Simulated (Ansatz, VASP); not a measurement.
CaSe: VASP beside Ansatz

```xyz
2
Lattice="0.0000 3.0089 3.0089 3.0089 0.0000 3.0089 3.0089 3.0089 0.0000" Properties=species:S:1:pos:R:3 pbc="T T T"
Ca    0.0000    0.0000    0.0000
Se    3.0089    3.0089    3.0089
```

Alike in both runs: task single point; functional PBE; k mesh 8 × 8 × 8; occupations gaussian, width 0.02 eV; no spin polarisation.

```csv
,VASP,Ansatz
version,VASP 6.6.1,Ansatz 0.2.0
potentials or method,"VASP PAW PBE potentials, release 64 (Ca_sv, Se)","scalar-relativistic, plane waves, PAW"
plane-wave cutoff (eV),520,420
valence electrons in the cell,16,26
```

```tsv
	VASP	Ansatz	Ansatz less VASP
gap on the k mesh at the Fermi level (eV)	2.14	2.15	+0.008
least direct gap on the mesh (eV)	3.02	3.03	+0.007
pressure (GPa)	-1.2	-1.3	-0.14
```

The two sets of potentials don't hold the same shells in valence.

A k mesh can miss the band edges.
